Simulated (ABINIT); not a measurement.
The system is FeO (Wuestite).

```
Fe O
1.0
     0.00000    2.15540    2.15540
     2.15540    0.00000    2.15540
     2.15540    2.15540    0.00000
Fe O
1 1
Cartesian
  0.0000 0.0000 0.0000
  2.1554 2.1554 2.1554
```

```yaml
Program: ABINIT 10.8.3 (patched build)
Task: relaxation of cell and atoms
Functional: LDA
Potentials_or_basis: JTH PAW LDA v2.0
Cutoff: 707 eV
k_mesh: 8 × 8 × 8
Occupations: fermi-dirac, width 0.05 eV
Spin: collinear spin, ferromagnetic start
Starting_moments: "[3.0, 0.0] μB"
```

At the start: pressure -15.5 GPa; volume 10.01 Å³/atom.

Question: How do energy, volume and symmetry change on relaxing?

Answer: Over 5 steps the energy falls by 43.7 meV/atom and the volume is 9.14 Å³/atom (-8.7 %); space group Fm-3m (No. 225, to 0.05 Å); moment 3.85 μB per cell.

Step by step:
```tsv
step	energy change (eV)	largest force (eV/Å)	pressure (GPa)	volume (Å³)
1	0.0000	0.0000	-15.49	20.03
2	-0.0675	0.0000	-7.52	19.09
3	-0.0873	0.0000	-0.30	18.31
4	-0.0873	0.0000	0.04	18.28
5	-0.0873	0.0000	0.00	18.29
```

Final structure:
```cif
data_structure
_symmetry_space_group_name_H-M 'P 1'
_symmetry_Int_Tables_number 1
_cell_length_a 2.9571
_cell_length_b 2.9571
_cell_length_c 2.9571
_cell_angle_alpha 60.000
_cell_angle_beta 60.000
_cell_angle_gamma 60.000
_cell_volume 18.29
loop_
_atom_site_label
_atom_site_type_symbol
_atom_site_fract_x
_atom_site_fract_y
_atom_site_fract_z
_atom_site_occupancy
Fe1 Fe 0.00000 0.00000 0.00000 1
O1 O 0.50000 0.50000 0.50000 1
```

Caveat: a cell with one magnetic atom can't hold antiferromagnetic order, which such compounds often take.
